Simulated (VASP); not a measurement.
**MgS in VASP: how settings move the PBE single point**

Aim: see what changed inputs do to the PBE single point of MgS built on the zincblende prototype. This is a trial cell built on a prototype, not taken from a measured structure, and it needn't be the compound's ground state.

Program: VASP 6.6.1. PAW datasets, plane waves. No spin polarisation (in the reference). The prototype was imposed, so other structures may be more stable.

## (1) The system as given

The cell comes from an earlier relaxation with r2SCAN in another program. Some of the altered inputs switch spin polarisation on.

Space group F-43m (No. 216), cubic; conventional cell a = 5.662 Å, 22.69 Å³ an atom. Near Mg stand 4 S at 2.45 Å; near S stand 4 Mg at 2.45 Å.

As a file:

```cif
data_structure
_symmetry_space_group_name_H-M 'P 1'
_symmetry_Int_Tables_number 1
_cell_length_a 4.0035
_cell_length_b 4.0035
_cell_length_c 4.0035
_cell_angle_alpha 60.000
_cell_angle_beta 60.000
_cell_angle_gamma 60.000
_cell_volume 45.37
loop_
_atom_site_label
_atom_site_type_symbol
_atom_site_fract_x
_atom_site_fract_y
_atom_site_fract_z
_atom_site_occupancy
Mg1 Mg 0.00000 0.00000 0.00000 1
S1 S 0.25000 0.25000 0.25000 1
```

## (2) The reference run

The input, INCAR:

```
ENCUT = 520.000000
SIGMA = 0.020000
EDIFF = 1.00e-07
GGA = PE
PREC = Accurate
IBRION = -1
ISIF = 2
ISMEAR = -1
NBANDS = 11
NELM = 120
NSW = 0
LASPH = .TRUE.
LCHARG = .FALSE.
LWAVE = .FALSE.
LREAL = .FALSE.
```

The input, KPOINTS:

```
KPOINTS created by Atomic Simulation Environment
0
Gamma
8 8 8
0 0 0
```

The input, POSCAR:

```
Mg S
 1.0000000000000000
     0.0000000000000000    2.8308768411016469    2.8308768411016469
     2.8308768411016469    0.0000000000000000    2.8308768411016469
     2.8308768411016469    2.8308768411016469    0.0000000000000000
 Mg  S
   1   1
Cartesian
  0.0000000000000000  0.0000000000000000  0.0000000000000000
  1.4154384205508233  1.4154384205508233  1.4154384205508233
```

A file KPOINTS_OPT adds named points for the levels; it doesn't enter the self-consistent loop.

Potentials: the recommended PBE PAW datasets, 8 valence electrons.

The run is started by

```
mpirun -np 1 vasp_std
```

## (3) Variant 1

Changes to INCAR since step 2:

```diff
@@ -15 +15,3 @@
 LREAL = .FALSE.
+ISPIN = 2
+MAGMOM = 0.5 0.5
```

KPOINTS is that of step 2.

POSCAR is that of step 2.

## (4) Variant 2

The input, INCAR:

```
ENCUT = 520.000000
EDIFF = 1.00e-07
GGA = PE
PREC = Accurate
IBRION = -1
ISIF = 2
NBANDS = 11
NSW = 0
LASPH = .TRUE.
LCHARG = .FALSE.
LWAVE = .FALSE.
LREAL = .FALSE.
ISMEAR = 1
SIGMA = 0.01
NELM = 97
```

KPOINTS is that of step 2.

POSCAR is that of step 2.

## (5) Variant 3

The input, INCAR:

```
SIGMA = 0.020000
EDIFF = 1.00e-07
GGA = PE
PREC = Accurate
IBRION = -1
ISIF = 2
ISMEAR = -1
NBANDS = 11
NSW = 0
LASPH = .TRUE.
LCHARG = .FALSE.
LWAVE = .FALSE.
ENCUT = 400
LREAL = .TRUE.
NELM = 93
```

KPOINTS is that of step 2.

POSCAR is that of step 2.

Q: Predict the outcome of this session. Wanted: for each run, changed; ending; energy change; pressure; electronic steps; usable.

**Answer**, as computed:

| run | changed | ending | energy change (meV/atom) | pressure (GPa) | gap on the mesh (eV; negative: overlap) | electronic steps | time | usable |
| --- | --- | --- | --- | --- | --- | --- | --- | --- |
| ref. | – | converged | 0 | 0.9 | 3.46 | 13 | 18 s | yes |
| 1 | ISPIN = 2, MAGMOM = 0.5 0.5 | converged | 0.0 | 0.9 | – | 16 | 36 s | yes |
| 2 | ISMEAR = 1, SIGMA = 0.01, NELM = 97 | converged | 0.0 | 0.9 | 3.46 | 13 | 15 s | yes |
| 3 | ENCUT = 400, LREAL = .TRUE., NELM = 93 | converged | -2.7 | 1.2 | 3.46 | 13 | 15 s | no |

What this shows: Of 3 altered inputs, 1 ended normally on a faulty or unsound input, 2 gave usable results.
